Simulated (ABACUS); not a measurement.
Crystal: InPd.

```
In Pd
1.0
     3.27188    0.00000    0.00000
     0.00000    3.27188    0.00000
     0.00000    0.00000    3.27188
In Pd
1 1
Direct
  0.00000 0.00000 0.00000
  0.50000 0.50000 0.50000
```

The cell comes from a database or a generator and needn't be the stable form of this composition.

Base run:

* Program: ABACUS 3.10.1
* Functional: LDA
* Potentials or basis: SG15 ONCV 1.2 PBE
* Cutoff: 1361 eV
* Density cutoff: 5442 eV
* Basis: DZP LCAO (the cutoffs set its grid)
* k mesh: 6 × 6 × 6
* Occupations: fermi-dirac, width 0.05 eV
* Spin: no spin polarisation

Its results: band gap on the k mesh none (metal or under the smearing width); pressure -4.5 GPa.

Question: After a change of settings the same cell gave: band gap on the k mesh none (metal or under the smearing width); pressure 9.5 GPa. Which change was it?
A. functional from LDA to TPSS
B. functional from LDA to r2SCAN
C. functional from LDA to PBEsol
D. functional from LDA to revPBE

Answer: D.

revPBE binds less tightly than LDA, so the same cell stands under more pressure.

Caveats: the atomic orbitals were generated for these runs and aren't a published set; the potentials were made for another functional, which shifts forces and pressure; the basis of atomic orbitals isn't converged, which shifts pressures, moduli and gaps.
